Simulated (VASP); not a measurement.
# InPd (Pm-3m) in VASP: further runs, part 2 of 2

VASP 6.6.1. The steps go on from the part before.

### 4 Single point, r2SCAN

Input file INCAR:

```
  PREC = Accurate
  ENCUT = 400
  EDIFF = 1E-6
  ISMEAR = 0
  SIGMA = 0.1
  LREAL = F
  LASPH = T
  NELM = 100
  ALGO = Normal
  ISIF = 2
  LWAVE = F
  LCHARG = F
  METAGGA = R2SCAN
  LMIXTAU = T
  ADDGRID = F
```

Input file KPOINTS:

```
regular mesh
0
Gamma
  10 10 10
```

Input file POSCAR:

```
InPd
1.0
    3.2718847800      0.0000000000      0.0000000000
    0.0000000000      3.2718847800      0.0000000000
    0.0000000000      0.0000000000      3.2718847800
In Pd
1 1
Direct
    0.0076950000     -0.0345290000      0.0307480000
    0.5133770000      0.5169540000      0.5028010000
```

Potentials or basis: VASP PAW PBE potentials, release 64 (In_d, Pd).

The run is started by

```bash
$ cat potpaw_PBE.64/In_d/POTCAR potpaw_PBE.64/Pd/POTCAR > POTCAR
$ mpirun -np 1 vasp_std > vasp.out
```

OUTCAR:

```text
PREC = Accurate
   ENCUT = 400
   EDIFF = 1E-6
   ISMEAR = 0
   LREAL = F
   LASPH = T
   NELM = 100
   ISIF = 2
   METAGGA = R2SCAN

 Found    504 irreducible k-points:

 Following reciprocal coordinates:
            Coordinates               Weight
  0.000000  0.000000  0.000000      1.000000
  0.100000  0.000000  0.000000      2.000000
  0.000000  0.100000  0.000000      2.000000
  0.000000  0.000000  0.100000      2.000000
  0.200000  0.000000  0.000000      2.000000
  0.000000  0.200000  0.000000      2.000000
   k-points           NKPTS =    504   k-points in BZ     NKDIM =    504   number of bands    NBANDS=     15
   number of dos      NEDOS =    301   number of ions     NIONS =      2
   total plane-waves  NPLWV =  13824
   dimension x,y,z NGX =    24 NGY =   24 NGZ =   24
   dimension x,y,z NGXF=    48 NGYF=   48 NGZF=   48
   ions per type =               1   1
   NGX,Y,Z   is equivalent  to a cutoff of  12.19, 12.19, 12.19 a.u.
   NGXF,Y,Z  is equivalent  to a cutoff of  24.39, 24.39, 24.39 a.u.
 SYSTEM =  unknown system
   PREC   = accura    normal or accurate (medium, high low for compatibility)
   ISTART =      0    job   : 0-new  1-cont  2-samecut
   ICHARG =      2    charge: 1-file 2-atom 10-const
   ISPIN  =      1    spin polarized calculation?
   LNONCOLLINEAR =      F non collinear calculations
   LSORBIT =      F    spin-orbit coupling
   LASPH  =      T    aspherical Exc in radial PAW
   ENCUT  =  400.0 eV  29.40 Ry    5.42 a.u.   5.34  5.34  5.34*2*pi/ulx,y,z
   NELM   =    100;   NELMIN=  2; NELMDL= -5     # of ELM steps
   EDIFF  = 0.1E-05   stopping-criterion for ELM
   LREAL  =      F    real-space projection
   EDIFFG = 0.1E-04   stopping-criterion for IOM
   NSW    =      0    number of steps for IOM
   IBRION =     -1    ionic relax: 0-MD 1-quasi-New 2-CG
   NFREE  =      0    steps in history (QN), initial steepest desc. (CG)
   ISIF   =      2    stress and relaxation
   ISYM   =      2    0-nonsym 1-usesym 2-fastsym
   POTIM  = 0.5000    time-step for ionic-motion
   TEBEG  =    0.0;   TEEND  =   0.0 temperature during run
   PSTRESS=    0.0 pullay stress
   NELECT =      23.0000    total number of electrons
   NUPDOWN=      -1.0000    fix difference up-down
   EMIN   =  10.00;   EMAX   =-10.00  energy-range for DOS
   EFERMI =   0.00;   METHOD = LEGACY
   ISMEAR =     0;   SIGMA  =   0.10  broadening in eV -4-tet -1-fermi 0-gaus
   EFERMI_NEDOS =   21; number of points for ismear=-14 and -15
   IALGO  =     38    algorithm
   IMIX   =      4    mixing-type and parameters
     AMIX     =   0.40;   BMIX     =  1.00
     AMIX_MAG =   1.60;   BMIX_MAG =  1.00
  volume/ion in A,a.u.               =      17.51       118.18
  Fermi-wavevector in a.u.,A,eV,Ry     =   1.422938  2.688964 27.548447  2.024754
  Thomas-Fermi vector in A             =   2.543589
   LORBIT       =      0    0 simple, 1 ext, 2 COOP (PROOUT), +10 PAW based schemes
   METAGGA = R2SCAN    functional components
   LHFCALC =     F    Hartree Fock is set to
   AEXX    =    0.0000 exact exchange contribution
   IVDW    =     0    specifies the selected vdW correction
   LEPSILON=     F    determine dielectric tensor
   LRPA    =     F    only Hartree local field effects (RPA)
 non-spin polarized calculation
 Gauss-broadening in eV      SIGMA  =   0.10
  energy-cutoff  :      400.00
  volume of cell :       35.03
 maximum number of plane-waves:       656
 NGX is ok and might be reduce to    24
   NGX = 11   NGY = 11   NGZ = 11

 number of electron      23.0000015 magnetization

 Free energy of the ion-electron system (eV)
  ---------------------------------------------------
  ext. energy  EPLUGINS =         0.00000000
  ---------------------------------------------------
  free energy    TOTEN  =       -46.56529544 eV

  energy without entropy =      -46.56007093  energy(sigma->0) =      -46.56268319

 E-fermi :  10.5667     XC(G=0): -13.2322

 val. band max:       10.5454989591   @ k =  -0.3000   0.4000   0.5000
 cond. band min:      10.5723143867   @ k =   0.5000   0.4000   0.3000
 fundamental gap:      0.0268154276
 Fermi energy:        10.5667153058

 k-point     1 :       0.0000    0.0000    0.0000
  band No.  band energies     occupation
      1      -5.1535      2.00000
      2      -5.1521      2.00000
      3      -4.7422      2.00000
      4      -4.7250      2.00000
      5      -4.7183      2.00000
      6      -0.0419      2.00000
      7       6.3455      2.00000
      8       6.3646      2.00000
      9       7.9743      2.00000
     10       7.9807      2.00000
     11       7.9859      2.00000
     12      14.9400      0.00000
     13      14.9793      0.00000
     14      15.0782      0.00000
     15      20.4093      0.00000

 k-point     2 :       0.1000    0.0000    0.0000
  band No.  band energies     occupation
      1      -5.1471      2.00000
      2      -5.1178      2.00000
      3      -4.7526      2.00000
      4      -4.7298      2.00000
      5      -4.7226      2.00000
      6       0.1244      2.00000
      7       6.3531      2.00000
      8       6.3894      2.00000
      9       7.8550      2.00000
     10       7.8743      2.00000
     11       7.9797      2.00000
     12      13.8211      0.00000
     13      15.3055      0.00000
     14      15.3972      0.00000
     15      20.6629      0.00000

 k-point     3 :       0.0000    0.1000    0.0000
  band No.  band energies     occupation
      1      -5.1478      2.00000
      2      -5.1173      2.00000
      3      -4.7466      2.00000
      4      -4.7359      2.00000
      5      -4.7219      2.00000
      6       0.1236      2.00000
      7       6.3670      2.00000
      8       6.3743      2.00000
      9       7.8608      2.00000
     10       7.8655      2.00000
     11       7.9757      2.00000
     12      13.9238      0.00000
     13      15.2639      0.00000
     14      15.3008      0.00000
     15      20.7773      0.00000

 k-point     4 :       0.0000    0.0000    0.1000
  band No.  band energies     occupation
      1      -5.1474      2.00000
      2      -5.1175      2.00000
      3      -4.7493      2.00000
      4      -4.7361      2.00000
      5      -4.7195      2.00000
      6       0.1242      2.00000
      7       6.3555      2.00000
      8       6.3867      2.00000
      9       7.8582      2.00000
     10       7.8705      2.00000
     11       7.9782      2.00000
     12      13.8511      0.00000
     13      15.2677      0.00000
     14      15.3955      0.00000
     15      20.6833      0.00000

 k-point     5 :       0.2000    0.0000    0.0000
  band No.  band energies     occupation
      1      -5.1333      2.00000
      2      -5.0248      2.00000
      3      -4.7798      2.00000
      4      -4.7596      2.00000
      5      -4.7164      2.00000
      6       0.6211      2.00000
      7       6.3696      2.00000
      8       6.3967      2.00000
      9       7.5768      2.00000
     10       7.6104      2.00000
     11       7.9711      2.00000
     12      11.8648      0.00000
     13      16.1947      0.00000
     14      16.2591      0.00000
     15      20.7545      0.00000

 k-point     6 :       0.0000    0.2000    0.0000
  band No.  band energies     occupation
      1      -5.1330      2.00000
      2      -5.0262      2.00000
      3      -4.7697      2.00000
      4      -4.7645      2.00000
      5      -4.7194      2.00000
      6       0.6178      2.00000
      7       6.3771      2.00000
      8       6.3860      2.00000
      9       7.5816      2.00000
     10       7.5922      2.00000
     11       7.9601      2.00000
     12      11.9358      0.00000
     13      16.1590      0.00000
     14      16.1816      0.00000
     15      20.8702      0.00000

 [... further k-points ...]

------------------------ aborting loop because EDIFF is reached ----------------------------------------

  FORCE on cell =-STRESS in cart. coord.  units (eV):
  Direction    XX          YY          ZZ          XY          YZ          ZX
  --------------------------------------------------------------------------------------
  -------------------------------------------------------------------------------------
  Total        0.5345545      0.2624379      0.4501921      0.0735407     -0.3502620     -0.0430256
  in kB       24.4516742     12.0044743     20.5927525      3.3639103    -16.0217356     -1.9680852
  external PRESSURE =      19.0163003 kB  Pullay stress =       0.0000000 kB

 VOLUME and BASIS-vectors are now :
 -----------------------------------------------------------------------------
  energy-cutoff  :      400.00
  volume of cell :       35.03
      direct lattice vectors                 reciprocal lattice vectors
     3.271884780  0.000000000  0.000000000     0.305634234  0.000000000  0.000000000
     0.000000000  3.271884780  0.000000000     0.000000000  0.305634234  0.000000000
     0.000000000  0.000000000  3.271884780     0.000000000  0.000000000  0.305634234

 POSITION                                       TOTAL-FORCE (eV/Angst)
 -----------------------------------------------------------------------------------
      0.02518      3.15891      0.10060         0.088928      0.707687     -0.419302
      1.67971      1.69141      1.64511        -0.088928     -0.707687      0.419302
 -----------------------------------------------------------------------------------
    total drift:                                0.001070      0.001879     -0.000359

  FREE ENERGIE OF THE ION-ELECTRON SYSTEM (eV)
  ---------------------------------------------------
  free  energy   TOTEN  =       -46.5652954415 eV

  energy  without entropy=      -46.5600709302  energy(sigma->0) =      -46.56268319
```

OSZICAR:

```text
N       E                     dE             d eps       ncg     rms          rms(c)
DAV:   1     0.107130815387E+03    0.10713E+03   -0.99242E+03 15354   0.176E+03
DAV:   2    -0.447858400066E+02   -0.15192E+03   -0.14795E+03 15743   0.380E+02
DAV:   3    -0.518802724646E+02   -0.70944E+01   -0.70452E+01 18964   0.910E+01
DAV:   4    -0.520181169956E+02   -0.13784E+00   -0.13780E+00 19342   0.115E+01
DAV:   5    -0.520237195300E+02   -0.56025E-02   -0.56025E-02 22111   0.204E+00    0.881E+00
DAV:   6    -0.466489827275E+02    0.53747E+01   -0.48337E+00 16121   0.359E+01    0.395E+00
DAV:   7    -0.465268351248E+02    0.12215E+00   -0.53749E-01 16254   0.940E+00    0.254E+00
DAV:   8    -0.465521099905E+02   -0.25275E-01   -0.14802E-01 16956   0.335E+00    0.138E+00
DAV:   9    -0.465503115691E+02    0.17984E-02   -0.88130E-02 15785   0.342E+00    0.320E-01
DAV:  10    -0.465643636434E+02   -0.14052E-01   -0.27472E-02 16562   0.203E+00    0.207E-01
DAV:  11    -0.465628500397E+02    0.15136E-02   -0.54676E-03 16485   0.800E-01    0.223E-01
DAV:  12    -0.465650044347E+02   -0.21544E-02   -0.13730E-03 16163   0.378E-01    0.948E-02
DAV:  13    -0.465649297154E+02    0.74719E-04   -0.44466E-04 17654   0.222E-01    0.515E-02
DAV:  14    -0.465651556842E+02   -0.22597E-03   -0.25045E-04 16254   0.152E-01    0.592E-02
DAV:  15    -0.465652857120E+02   -0.13003E-03   -0.10296E-04 15813   0.114E-01    0.166E-02
DAV:  16    -0.465652907602E+02   -0.50482E-05   -0.38266E-06 19001   0.176E-02    0.251E-02
DAV:  17    -0.465652947462E+02   -0.39860E-05   -0.12675E-06 10227   0.137E-02    0.192E-02
DAV:  18    -0.465652954415E+02   -0.69530E-06   -0.70765E-07  8428   0.104E-02
   1 F= -.46565295E+02 E0= -.46562683E+02  d E =-.522451E-02
```

It took 3.3 min on 1 thread of Intel Xeon 6975P-C (Granite Rapids), shared host; peak memory 0.31 GiB.

These settings aren't checked as converged: the numbers below hold their error.

What came out:

| Property | Result |
| --- | --- |
| Free energy | -46.5653 eV |
| Pressure | 1.9 GPa |
| Largest force | 0.827 eV/Å |
| Band gap on the k mesh | none (metal or under the smearing width) |

Caveat: the PAW data sets were made with another functional, which shifts forces and pressure a little.

### 5 Single point, r2SCAN

INCAR: that of step 4 with these lines changed.

```diff
@@ -4,3 +4,3 @@
   ISMEAR = 0
-  SIGMA = 0.1
+  SIGMA = 0.05
   LREAL = F
```

KPOINTS is that of step 4.

Input file POSCAR:

```
InPd
1.0
    3.2718847800      0.0000000000      0.0000000000
    0.0000000000      3.2718847800      0.0000000000
    0.0000000000      0.0000000000      3.2718847800
In Pd
1 1
Direct
    0.0000000000      0.0000000000      0.0000000000
    0.5000000000      0.5000000000      0.5000000000
```

The run is started by

```bash
$ cat potpaw_PBE.64/In_d/POTCAR potpaw_PBE.64/Pd/POTCAR > POTCAR
$ mpirun -np 1 vasp_std > vasp.out
```

Wall time 29 s (1 thread of Intel Xeon 6975P-C (Granite Rapids), shared host); peak memory 0.16 GiB.

These settings aren't checked as converged: the numbers below hold their error.

What came out:

```
Free energy            : -46.6397 eV
Pressure               : 0.0 GPa
Band gap on the k mesh : none (metal or under the smearing width)
```

Caveat: the PAW data sets were made with another functional, which shifts forces and pressure a little.

### 6 Single point, r2SCAN

INCAR is that of step 5.

KPOINTS is that of step 5.

Input file POSCAR:

```
InPd
1.0
    3.2718847800      0.0000000000      0.0000000000
    0.0000000000      3.2718847800      0.0000000000
    0.0000000000      0.0000000000      3.2718847800
In Pd
1 1
Direct
    0.0076950000     -0.0345290000      0.0307480000
    0.5133770000      0.5169540000      0.5028010000
```

Potentials or basis: VASP PAW PBE potentials, release 64 (In_d, Pd).

The run is started by

```bash
$ cat potpaw_PBE.64/In_d/POTCAR potpaw_PBE.64/Pd/POTCAR > POTCAR
$ mpirun -np 1 vasp_std > vasp.out
```

OUTCAR:

```text
PREC = Accurate
   ENCUT = 400
   EDIFF = 1E-6
   ISMEAR = 0
   LREAL = F
   LASPH = T
   NELM = 100
   ISIF = 2
   METAGGA = R2SCAN

 Found    504 irreducible k-points:

 Following reciprocal coordinates:
            Coordinates               Weight
  0.000000  0.000000  0.000000      1.000000
  0.100000  0.000000  0.000000      2.000000
  0.000000  0.100000  0.000000      2.000000
  0.000000  0.000000  0.100000      2.000000
  0.200000  0.000000  0.000000      2.000000
  0.000000  0.200000  0.000000      2.000000
   k-points           NKPTS =    504   k-points in BZ     NKDIM =    504   number of bands    NBANDS=     15
   number of dos      NEDOS =    301   number of ions     NIONS =      2
   total plane-waves  NPLWV =  13824
   dimension x,y,z NGX =    24 NGY =   24 NGZ =   24
   dimension x,y,z NGXF=    48 NGYF=   48 NGZF=   48
   ions per type =               1   1
   NGX,Y,Z   is equivalent  to a cutoff of  12.19, 12.19, 12.19 a.u.
   NGXF,Y,Z  is equivalent  to a cutoff of  24.39, 24.39, 24.39 a.u.
 SYSTEM =  unknown system
   PREC   = accura    normal or accurate (medium, high low for compatibility)
   ISTART =      0    job   : 0-new  1-cont  2-samecut
   ICHARG =      2    charge: 1-file 2-atom 10-const
[... 71 lines left out ...]
      7       6.3449      2.00000
      8       6.3646      2.00000
      9       7.9745      2.00000
     10       7.9803      2.00000
     11       7.9855      2.00000
     12      14.9405      0.00000
     13      14.9800      0.00000
     14      15.0789      0.00000
[... 77 lines left out ...]
      2      -5.0247      2.00000
      3      -4.7681      2.00000
      4      -4.7630      2.00000
      5      -4.7177      2.00000
      6       0.6181      2.00000
      7       6.3770      2.00000
      8       6.3856      2.00000
      9       7.5813      2.00000
     10       7.5919      2.00000
     11       7.9601      2.00000
     12      11.9362      0.00000
     13      16.1594      0.00000
     14      16.1821      0.00000
     15      20.8697      0.00000

 [... further k-points ...]

------------------------ aborting loop because EDIFF is reached ----------------------------------------

  FORCE on cell =-STRESS in cart. coord.  units (eV):
  Direction    XX          YY          ZZ          XY          YZ          ZX
  --------------------------------------------------------------------------------------
  -------------------------------------------------------------------------------------
  Total        0.5514915      0.2578365      0.4569243      0.0756871     -0.3624533     -0.0442453
  in kB       25.2264075     11.7939959     20.9007006      3.4620896    -16.5793920     -2.0238742
  external PRESSURE =      19.3070347 kB  Pullay stress =       0.0000000 kB

 VOLUME and BASIS-vectors are now :
 -----------------------------------------------------------------------------
  energy-cutoff  :      400.00
  volume of cell :       35.03
      direct lattice vectors                 reciprocal lattice vectors
     3.271884780  0.000000000  0.000000000     0.305634234  0.000000000  0.000000000
     0.000000000  3.271884780  0.000000000     0.000000000  0.305634234  0.000000000
     0.000000000  0.000000000  3.271884780     0.000000000  0.000000000  0.305634234

 POSITION                                       TOTAL-FORCE (eV/Angst)
 -----------------------------------------------------------------------------------
      0.02518      3.15891      0.10060         0.088550      0.703916     -0.417089
      1.67971      1.69141      1.64511        -0.088550     -0.703916      0.417089
 -----------------------------------------------------------------------------------
    total drift:                                0.001064      0.001836     -0.000335

  FREE ENERGIE OF THE ION-ELECTRON SYSTEM (eV)
  ---------------------------------------------------
  free  energy   TOTEN  =       -46.5629888555 eV

  energy  without entropy=      -46.5610207298  energy(sigma->0) =      -46.56200479
```

OSZICAR:

```text
N       E                     dE             d eps       ncg     rms          rms(c)
DAV:   1     0.107131981473E+03    0.10713E+03   -0.99242E+03 15354   0.176E+03
DAV:   2    -0.447839714145E+02   -0.15192E+03   -0.14796E+03 15743   0.380E+02
DAV:   3    -0.518781487554E+02   -0.70942E+01   -0.70461E+01 18964   0.910E+01
DAV:   4    -0.520159863805E+02   -0.13784E+00   -0.13779E+00 19342   0.115E+01
DAV:   5    -0.520215887667E+02   -0.56024E-02   -0.56023E-02 22111   0.204E+00    0.881E+00
DAV:   6    -0.466476492883E+02    0.53739E+01   -0.48415E+00 16121   0.359E+01    0.395E+00
DAV:   7    -0.465250096610E+02    0.12264E+00   -0.53857E-01 16254   0.940E+00    0.254E+00
DAV:   8    -0.465500244514E+02   -0.25015E-01   -0.14803E-01 16973   0.334E+00    0.138E+00
DAV:   9    -0.465476194322E+02    0.24050E-02   -0.90241E-02 15771   0.346E+00    0.313E-01
DAV:  10    -0.465620496329E+02   -0.14430E-01   -0.28266E-02 16555   0.206E+00    0.206E-01
DAV:  11    -0.465607309754E+02    0.13187E-02   -0.51665E-03 16646   0.775E-01    0.217E-01
DAV:  12    -0.465626863381E+02   -0.19554E-02   -0.11961E-03 16261   0.349E-01    0.962E-02
DAV:  13    -0.465626081572E+02    0.78181E-04   -0.52571E-04 17479   0.247E-01    0.435E-02
DAV:  14    -0.465628644094E+02   -0.25625E-03   -0.28881E-04 16212   0.167E-01    0.565E-02
DAV:  15    -0.465629786706E+02   -0.11426E-03   -0.87416E-05 16023   0.104E-01    0.165E-02
DAV:  16    -0.465629838576E+02   -0.51869E-05   -0.34908E-06 18904   0.169E-02    0.248E-02
DAV:  17    -0.465629883861E+02   -0.45285E-05   -0.16986E-06 11495   0.157E-02    0.190E-02
DAV:  18    -0.465629888555E+02   -0.46941E-06   -0.52432E-07  8204   0.884E-03
   1 F= -.46562989E+02 E0= -.46562005E+02  d E =-.196813E-02
```

Run time: 3.3 min. Hardware: 1 thread of Intel Xeon 6975P-C (Granite Rapids), shared host; peak memory 0.31 GiB.

These settings aren't checked as converged: the numbers below hold their error.

What came out:

* Free energy: -46.5630 eV
* Pressure: 1.9 GPa
* Largest force: 0.823 eV/Å
* Band gap on the k mesh: none (metal or under the smearing width)

Caveat: the PAW data sets were made with another functional, which shifts forces and pressure a little.

### 7 For comparison

An earlier run on the cell as given: functional PBE; potentials or basis VASP PAW PBE potentials, release 64 (In_d, Pd); cutoff 520 eV; k mesh 8 × 8 × 8; occupations fermi-dirac, width 0.05 eV; no spin polarisation.

* Pressure: 3.7 GPa
* Band gap on the k mesh: none (metal or under the smearing width)
